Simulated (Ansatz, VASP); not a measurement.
One calculation of Ir, two programs

```
CELL_PARAMETERS angstrom
0.00000 1.93533 1.93533
1.93533 0.00000 1.93533
1.93533 1.93533 0.00000
ATOMIC_POSITIONS crystal
Ir 0.00000 0.00000 0.00000
```

Alike in both runs: functional PBE; k mesh 18 × 18 × 18; occupations gaussian, width 0.1 eV; no spin polarisation.

Ansatz relaxed the structure, and its values are those at the end. VASP's run is a single point on that final structure, the one shown.

|  | VASP | Ansatz |
| --- | --- | --- |
| version | VASP 6.6.1 | Ansatz 0.2.0 |
| potentials or method | VASP PAW PBE potentials, release 64 (Ir) | scalar-relativistic, plane waves, PAW |
| plane-wave cutoff (eV) | 520 | 420 |
| valence electrons in the cell | 9 | 17 |

Ansatz gave:

| Quantity | Value |
| --- | --- |
| gap on the k mesh at the Fermi level (eV) | none |
| pressure (GPa) | 0.0 |

Q: Which values does VASP return?

A: gap on the k mesh at the Fermi level (eV): none; pressure (GPa): 0.5.

A gap of «none» marks a metal or a gap that the smearing closes. The two sets of potentials don't hold the same shells in valence.

The runs have no spin-orbit coupling, so splittings on Ir are missing.
